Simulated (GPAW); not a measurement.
# Co (Fd-3m) in GPAW: further runs

Runs on Co. Level: PBEsol. Tasks: single point.

Program: GPAW 26.7.0. These are calculated values, not measurements. Logs are shortened: lines on timing, memory, paths and dates and some standing lists are left out, and cuts for length are marked. The log counts tension as positive stress, the text compression.

## (1) The structure

Symmetry: Fd-3m, No. 227, cubic system. Conventional cell: a = 6.435 Å, b = 6.435 Å, c = 6.435 Å, α = 90.00°, β = 90.00°, γ = 90.00°. Co (site symmetry -3m) has 6 Co at 2.28 Å as nearest neighbours. Co (site symmetry -43m) has 16 Co at 2.67 to 2.79 Å as nearest neighbours.

This isn't the form of Co at room conditions, which is hcp.

## (2) Single point, PBEsol

run.py reads:

```python
from ase import Atoms
from ase.dft.bandgap import bandgap
from ase.io import write
from ase.units import GPa
from gpaw import GPAW, PW, setup_paths

setup_paths.insert(0, '.')

atoms = Atoms(['Co', 'Co', 'Co', 'Co', 'Co', 'Co'],
              cell=[[0.0, 3.21737176, 3.21737176],
                    [3.21737176, 0.0, 3.21737176],
                    [3.21737176, 3.21737176, 0.0]],
              scaled_positions=[[0.125, 0.125, 0.125],
                                [0.625, 0.125, 0.125],
                                [0.125, 0.625, 0.125],
                                [0.125, 0.125, 0.625],
                                [0.5, 0.5, 0.5],
                                [0.75, 0.75, 0.75]],
              pbc=True)

calc = GPAW(mode=PW(600),
            xc='PBEsol',
            kpts={'size': (7, 7, 7), 'gamma': True},
            occupations={'name': 'fermi-dirac', 'width': 0.05},
            nbands=53,
            convergence={'density': 1e-05, 'energy': 1e-05},
            maxiter=150,
            txt='gpaw.txt')
atoms.calc = calc
energy = atoms.get_potential_energy()
forces = atoms.get_forces()
stress = atoms.get_stress()
calc.write('gs.gpw')
write('result.traj', atoms)
print(f'Energy: {energy:.6f} eV')
print('Forces (eV/A):')
print(forces.round(4))
print('Stress (GPa):', (stress / GPa).round(3))
print('Fermi level:', round(calc.get_fermi_level(), 4), 'eV')
print(f'Gap: {bandgap(calc)[0]:.4f} eV, direct: {bandgap(calc, direct=True)[0]:.4f} eV')
```

Potentials or basis: PAW data sets generated in the run's folder for this functional, pw.

Command:

```
$ gpaw-setup -f PBEsol Co
$ OMP_NUM_THREADS=1 python run.py
```

gpaw.txt:

```text
__  _  _
 | _ |_)|_||  |
 |__||  | ||/\| - 26.7.0

Input parameters:
  mode=PW(ecut=600.0),
  convergence={'density': 1e-05, 'energy': 1e-05},
  kpts=MonkhorstPack(size=(7, 7, 7), gamma=True),
  maxiter=150,
  nbands=53,
  occupations=Occupations(name='fermi-dirac', width=0.05),
  xc=XC(name='PBEsol')

Diagonalizing LCAO Hamiltonian
Converting LCAO to pw mode

                    Co

               Co
        Co
           Co
            Co
       Co

Atoms  # Å, Bohr magnetons
|   | symbol |        x |        y |        z |    initial magnetic moments |
|---|--------|----------|----------|----------|-----------------------------|
| 0 |     Co | 0.804343 | 0.804343 | 0.804343 | ( 0.0000,  0.0000,  0.0000) |
| 1 |     Co | 0.804343 | 2.413029 | 2.413029 | ( 0.0000,  0.0000,  0.0000) |
| 2 |     Co | 2.413029 | 0.804343 | 2.413029 | ( 0.0000,  0.0000,  0.0000) |
| 3 |     Co | 2.413029 | 2.413029 | 0.804343 | ( 0.0000,  0.0000,  0.0000) |
| 4 |     Co | 3.217372 | 3.217372 | 3.217372 | ( 0.0000,  0.0000,  0.0000) |
| 5 |     Co | 4.826058 | 4.826058 | 4.826058 | ( 0.0000,  0.0000,  0.0000) |

Unit cell  # Å
| periodic |        x |        y |        z |  lengths |    angles |
|----------|----------|----------|----------|----------|-----------|
|      yes | 0.000000 | 3.217372 | 3.217372 | 4.550051 | 60.000000 |
|      yes | 3.217372 | 0.000000 | 3.217372 | 4.550051 | 60.000000 |
|      yes | 3.217372 | 3.217372 | 0.000000 | 4.550051 | 60.000000 |

Number of symmetries: 24
Symmetry operations  # r_c * U_cc + t_c -> r_c
|    | kind |            matrix            |
|----|------|------------------------------|
|  0 |  E   |  1, 0, 0,  0, 1, 0,  0, 0, 1 |
|  1 |  σ   |  1, 0, 0,  0, 0, 1,  0, 1, 0 |
|  2 |  σ   |  1, 0,-1,  0, 1,-1,  0, 0,-1 |
|  3 |  C3  |  1, 0,-1,  0, 0,-1,  0, 1,-1 |
|  4 |  C3  |  1,-1, 0,  0,-1, 1,  0,-1, 0 |
|  5 |  σ   |  1,-1, 0,  0,-1, 0,  0,-1, 1 |
|  6 |  σ   |  0, 1, 0,  1, 0, 0,  0, 0, 1 |
|  7 |  C3  |  0, 1, 0,  0, 0, 1,  1, 0, 0 |
|  8 |  C2  |  0, 1,-1,  1, 0,-1,  0, 0,-1 |
|  9 |  S4  |  0, 1,-1,  0, 0,-1,  1, 0,-1 |
| 10 |  C3  |  0, 0, 1,  1, 0, 0,  0, 1, 0 |
| 11 |  σ   |  0, 0, 1,  0, 1, 0,  1, 0, 0 |
| 12 |  S4  |  0, 0,-1,  1, 0,-1,  0, 1,-1 |
| 13 |  C3  |  0, 0,-1,  0, 1,-1,  1, 0,-1 |
| 14 |  S4  |  0,-1, 1,  1,-1, 0,  0,-1, 0 |
| 15 |  C2  |  0,-1, 1,  0,-1, 0,  1,-1, 0 |
| 16 |  C3  |  0,-1, 0,  1,-1, 0,  0,-1, 1 |
| 17 |  S4  |  0,-1, 0,  0,-1, 1,  1,-1, 0 |
| 18 |  S4  | -1, 1, 0, -1, 0, 1, -1, 0, 0 |
| 19 |  C3  | -1, 1, 0, -1, 0, 0, -1, 0, 1 |
| 20 |  C3  | -1, 0, 1, -1, 1, 0, -1, 0, 0 |
| 21 |  S4  | -1, 0, 1, -1, 0, 0, -1, 1, 0 |
| 22 |  σ   | -1, 0, 0, -1, 1, 0, -1, 0, 1 |
| 23 |  C2  | -1, 0, 0, -1, 0, 1, -1, 1, 0 |

BZ-sampling:
  Number of BZ points: 343
  Number of IBZ points: 20

  Monkhorst-Pack size: [7, 7, 7]
  Monkhorst-Pack shift: [0, 0, 0]

K-points  # in reciprocal-cell coordinates
|     |                                coordinates |     weight |
|-----|--------------------------------------------|------------|
|   0 | (  0.00000000,   0.00000000,   0.00000000) | 0.00291545 |
|   1 | (  0.14285714,   0.14285714,   0.00000000) | 0.01749271 |
|   2 | (  0.14285714,   0.14285714,   0.14285714) | 0.02332362 |
|   3 | (  0.28571429,   0.14285714,   0.14285714) | 0.03498542 |
|   4 | (  0.28571429,   0.28571429,   0.00000000) | 0.01749271 |
|   5 | (  0.28571429,   0.28571429,   0.14285714) | 0.06997085 |
|   6 | (  0.28571429,   0.28571429,   0.28571429) | 0.02332362 |
|   7 | (  0.42857143,  -0.28571429,  -0.28571429) | 0.03498542 |
|   8 | (  0.42857143,   0.28571429,  -0.42857143) | 0.13994169 |
|   9 | (  0.42857143,   0.28571429,  -0.28571429) | 0.06997085 |
| ... |                                            |            |
|  19 | (  0.42857143,   0.42857143,   0.42857143) | 0.02332362 |

Plane wave coefficients: 2239
Cutoff: 600.0 eV

Spin-components: 1 (collinear spins)
Bands:           53
Projectors:      36
Spin-degeneracy: 2
Datatype:        complex128

Parallelization:
  kpt:    1
  domain: 1
  band:   1

Density:
  Valence electrons: 54.0
  Components: 1
  Grid points: [27 27 27]
  Charge: 0.0  # |e|

Potential:
  Grid points: [27 27 27]

species:
  Co:
    name:    Cobalt
    Z:       27.0
    valence: 9
    core:    18
    charge:  0.0  # [|e|]
    compensation charges:
      type: gauss
      rc: 0.32  # [Å]
      lmax: 2
    cutoffs:
      filter: 1.87  # [Å]
      core: 2.55  # [Å]
    projectors
    | kind |    occ | energy [eV] | rcut [Å] |
    |------|--------|-------------|----------|
    |   4s |  2.000 |      -5.488 |    1.005 |
    |   4p |  0.000 |      -1.248 |    1.058 |
    |   3d |  7.000 |      -8.230 |    1.005 |
    |    s |        |      21.723 |    1.005 |
    |    p |        |      25.963 |    1.058 |
    |    d |        |      18.981 |    1.005 |

    Using partial waves for Co as LCAO basis

Reference energy: -227213.162951  # eV

eigensolver:
[... 26 lines left out ...]
convergence criteria:
- Maximum integral of absolute [dens]ity change: 1e-05 electrons / valence electron
- Maximum [total energy] change in last 3 cyles: 1e-05 eV / valence electron
- Maximum integral of absolute [eigenst]ate change: 4e-08 eV^2 / valence electron
maximum number of iterations: 150

SCF iterations
|iter     | |      energy | eigst |  dens |
|---------|-|-------------|-------|-------|
|iter:   1| |  -50.942197 | +0.46 |       |
|iter:   2| |  -51.550891 | -1.29 | -1.08 |
|iter:   3| |  -50.686620 | -2.32 | -1.04 |
|iter:   4| |  -50.647205 | -3.31 | -1.54 |
|iter:   5| |  -50.530178 | -2.55 | -1.63 |
|iter:   6| |  -50.525338 | -2.97 | -1.77 |
|iter:   7| |  -50.544359 | -2.94 | -1.89 |
|iter:   8| |  -50.612835 | -3.16 | -2.10 |
|iter:   9| |  -50.555745 | -3.84 | -1.74 |
|iter:  10| |  -50.558317 | -4.65 | -2.56 |
|iter:  11| |  -50.564026 | -4.38 | -2.69 |
|iter:  12| |  -50.565602 | -4.30 | -2.85 |
|iter:  13| |  -50.565657 | -5.58 | -3.76 |
|iter:  14| |  -50.565653c| -6.13 | -3.83 |
|iter:  15| |  -50.565657c| -7.15 | -4.50 |
|iter:  16| |  -50.565653c| -7.79c| -4.58 |
|iter:  17| |  -50.565650c| -8.12c| -4.89 |
|iter:  18| |  -50.565649c| -8.40c| -5.42c|

Converged in 18 steps
Energy contributions relative to reference atoms: (reference = -227213.162951)

Energy contributions:
  Kinetic:          37.402479
  Coulomb:         -29.970807
  Zero:             -0.305087
  External:          0.000000
  Xc:              -57.599523
  Entropy:          -0.185422
  Spinorbit:         0.000000
  ----------------------------
  Free energy:     -50.658360
  Extrapolated:    -50.565649

dipole moment: (-20.785367, -20.785367, -20.785367)  # |e|*Ang

Fermi level: 10.026
Eigenvalues  # (at kpt = [0.000, 0.000, 0.000])
| band index |      eig [eV] | occ [0-2] |
|------------|---------------|-----------|
|          0 |         1.162 |     2.000 |
|        ... |               |           |
|         18 |         8.992 |     2.000 |
|         19 |         8.992 |     2.000 |
|         20 |         9.675 |     1.998 |
|         21 |         9.675 |     1.998 |
|         22 |         9.675 |     1.998 |
|         23 |        10.003 |     1.221 |
|         24 |        10.003 |     1.221 |
|         25 |        10.003 |     1.221 |
|         26 |        10.372 |     0.002 |
|         27 |        10.372 |     0.002 |
|         28 |        11.085 |     0.000 |
|         29 |        11.085 |     0.000 |
|         30 |        11.085 |     0.000 |
|         31 |        11.426 |     0.000 |
|         32 |        13.440 |     0.000 |
|         33 |        13.440 |     0.000 |
|        ... |               |           |
|         52 |        35.849 |     0.000 |

No gap
No difference between direct/indirect transitions

Forces  # eV/Ang
|        x |        y |        z |
|----------|----------|----------|
|  0.00000 |  0.00000 |  0.00000 |  # Co   0
|  0.00000 | -0.00000 | -0.00000 |  # Co   1
| -0.00000 |  0.00000 | -0.00000 |  # Co   2
| -0.00000 | -0.00000 |  0.00000 |  # Co   3
|  0.00000 |  0.00000 | -0.00000 |  # Co   4
|  0.00000 |  0.00000 |  0.00000 |  # Co   5

Stress tensor  # eV/Ang^3
|        x |        y |        z |
|----------|----------|----------|
| 0.079093 | 0.000000 | 0.000000 |
| 0.000000 | 0.079093 | 0.000000 |
| 0.000000 | 0.000000 | 0.079093 |

# Writing to gs.gpw (mode='')
```

It took 2.6 min on 1 thread of Intel Xeon Platinum 8259CL at 2.50GHz (Skylake/Cascade Lake), shared host; peak memory 0.22 GiB.

What came out:

```yaml
Free_energy: -50.6584 eV
Pressure: -12.7 GPa
Band_gap_on_the_k_mesh: none (metal or under the smearing width)
```

Caveat: the run has no spin polarisation, though such a crystal can be magnetic.

## (3) Single point, PBEsol, collinear spin, ferromagnetic start

Edit run.py of step 2 so:

```diff
@@ -19,2 +19,3 @@
               pbc=True)
+atoms.set_initial_magnetic_moments([2.0, 2.0, 2.0, 2.0, 2.0, 2.0])
 
@@ -38,2 +39,3 @@
 print('Stress (GPa):', (stress / GPa).round(3))
+print('Moments:', calc.get_magnetic_moments().round(3))
 print('Fermi level:', round(calc.get_fermi_level(), 4), 'eV')
```

Potentials or basis: PAW data sets generated in the run's folder for this functional, pw.

Command:

```
$ gpaw-setup -f PBEsol Co
$ OMP_NUM_THREADS=1 python run.py
```

Run time: 4.7 min. Hardware: 1 thread of Intel Xeon Platinum 8259CL at 2.50GHz (Skylake/Cascade Lake), shared host; peak memory 0.28 GiB.

The run converged. Its results:

```yaml
Free_energy: -52.4273 eV
Pressure: -2.6 GPa
Band_gap_on_the_k_mesh: none (metal or under the smearing width)
Net_moment: 9.87 μB per cell
Site_moments: Co +1.67, +1.77 μB
```

Levels at points of the mesh, in eV from the Fermi level:
Spin up:
| k point | band 29 | band 30 | band 31 | band 32 | band 33 | band 34 | band 35 | band 36 |
| --- | --- | --- | --- | --- | --- | --- | --- | --- |
| (0.00, 0.00, 0.00) | -0.16 | -0.16 | -0.16 | 0.98 | 2.63 | 2.63 | 2.63 | 6.36 |
Spin down:
```tsv
k point	band 19	band 20	band 21	band 22	band 23	band 24	band 25	band 26
(0.00, 0.00, 0.00)	-0.55	-0.55	0.12	0.12	0.12	0.58	0.58	0.58
```

## (4) Single point, PBEsol, collinear spin, ferromagnetic start

Edit run.py of step 3 so:

```diff
@@ -19,3 +19,3 @@
               pbc=True)
-atoms.set_initial_magnetic_moments([2.0, 2.0, 2.0, 2.0, 2.0, 2.0])
+atoms.set_initial_magnetic_moments([3.5, 3.5, 3.5, 3.5, 3.5, 3.5])
```

Command:

```
$ gpaw-setup -f PBEsol Co
$ OMP_NUM_THREADS=1 python run.py
```

Wall time 5.8 min (1 thread of Intel Xeon Platinum 8259CL at 2.50GHz (Skylake/Cascade Lake), shared host); peak memory 0.28 GiB.

Results (log left out):

* Free energy: -52.4273 eV
* Pressure: -2.6 GPa
* Band gap on the k mesh: none (metal or under the smearing width)
* Net moment: 9.87 μB per cell
* Site moments: Co +1.67, +1.77 μB

Levels at points of the mesh, in eV from the Fermi level:
Spin up:
```
           k point  band 29  band 30  band 31  band 32  band 33  band 34  band 35  band 36
(0.00, 0.00, 0.00)    -0.16    -0.16    -0.16     0.98     2.63     2.63     2.63     6.36
```
Spin down:
| k point | band 19 | band 20 | band 21 | band 22 | band 23 | band 24 | band 25 | band 26 |
| --- | --- | --- | --- | --- | --- | --- | --- | --- |
| (0.00, 0.00, 0.00) | -0.55 | -0.55 | 0.12 | 0.12 | 0.12 | 0.58 | 0.58 | 0.58 |
